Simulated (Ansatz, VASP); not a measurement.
Given: the input of a run of VASP 6.6.1 on BaTiO3.

The input INCAR:

```
PREC = Accurate ; ENCUT = 520
EDIFF = 1E-6 ; ISMEAR = -1
SIGMA = 0.05 ; LREAL = False
LASPH = True ; NELM = 60
ALGO = Normal ; ISIF = 2
LWAVE = False ; LCHARG = True
GGA = RP ; IVDW = 12
LELF = True ; LVHAR = True
NBANDS = 28
```

KPOINTS

```
Automatic mesh
0
Gamma
  7 7 7
```

The input POSCAR:

```
BaTiO3
1.0
    4.0262895137      0.0000000000      0.0000000000
    0.0000000000      4.0262895137      0.0000000000
    0.0000000000      0.0000000000      4.0446100470
Ba Ti O
1 1 3
Direct
    0.0000000000      0.0000000000      0.0000000000
    0.5000000000      0.5000000000      0.4900000000
    0.0000000000      0.5000000000      0.5170000000
    0.5000000000      0.0000000000      0.5170000000
    0.5000000000      0.5000000000      0.0190000000
```

Potentials or basis: VASP PAW PBE potentials, release 64 (Ba_sv, Ti_sv, O).

Run with:

```bash
$ cat potpaw_PBE.64/Ba_sv/POTCAR potpaw_PBE.64/Ti_sv/POTCAR potpaw_PBE.64/O/POTCAR > POTCAR
$ mpirun -np 1 vasp_std > vasp.out
```

Problem. Translate it to Ansatz 0.2.0. Potentials there: Ansatz PAW.

Solution. As run (the cutoff follows the program's own potentials):

The input input.yaml:

```yaml
crystal:
  lattice:
    - [4.0262895137, 0.0, 0.0]
    - [0.0, 4.0262895137, 0.0]
    - [0.0, 0.0, 4.044610047]
  atoms:
    - { symbol: Ba, position: [0.0, 0.0, 0.0] }
    - { symbol: Ti, position: [0.5, 0.5, 0.49] }
    - { symbol: O, position: [0.0, 0.5, 0.517] }
    - { symbol: O, position: [0.5, 0.0, 0.517] }
    - { symbol: O, position: [0.5, 0.5, 0.019] }
hamiltonian:
  xc: rpbe
  pseudopotentials: { kind: paw }
  dispersion: d3bj
kpoints:
  mp_grid: { grid: [7, 7, 7] }
scf:
  occupations: { method: fermi_dirac, width: 0.05 }
output:
  forces: true
  stress: true
  eigenvalues: true
```

Potentials or basis: Ansatz PAW.

The run is started by

```bash
$ ansatz run input.yaml --threads 2 --pin off --max-ram 5120MiB --backend cpu --events-out ev --progress --plain --runs-dir out
```

Both were run:

|  | VASP | Ansatz | Ansatz less VASP |
| --- | --- | --- | --- |
| gap on the k mesh at the Fermi level (eV) | 1.86 | 1.92 | +0.060 |
| least direct gap on the mesh (eV) | 2.07 | 2.10 | +0.025 |
| pressure (GPa) | -20.1 | -21.7 | -1.63 |
| largest component of the traceless stress (GPa) | 0.52 | 0.50 | -0.017 |
| rms of the force components (eV/Å) | 0.116 | 0.120 | +0.0038 |
| dispersion energy (meV/atom) | -1549.1 | -1549.2 | -0.07 |

Atom by atom the forces differ by 0.012 eV/Å (rms over components).

Caveats: spin-orbit coupling is left out, which moves the levels of the heavy elements; so large a pressure means that the cell lies far from this level's equilibrium, or that cutoff or potentials fall short (VASP); the potentials were made for another functional, which shifts forces and pressure (VASP); an odd mesh through Γ misses points on the zone boundary, where band edges often lie (VASP); odd divisions of the mesh miss points on the zone boundary, where band edges often lie, so the gap on the mesh can be too wide (Ansatz); the pressure holds a Pulay correction of +0.5 GPa for the finite cutoff (Ansatz); the PAW data sets come from PBE, with cores solved anew for the run's functional, which leaves a small shift of forces and pressure (Ansatz). As with any semilocal functional, this RPBE gap is likely too small.
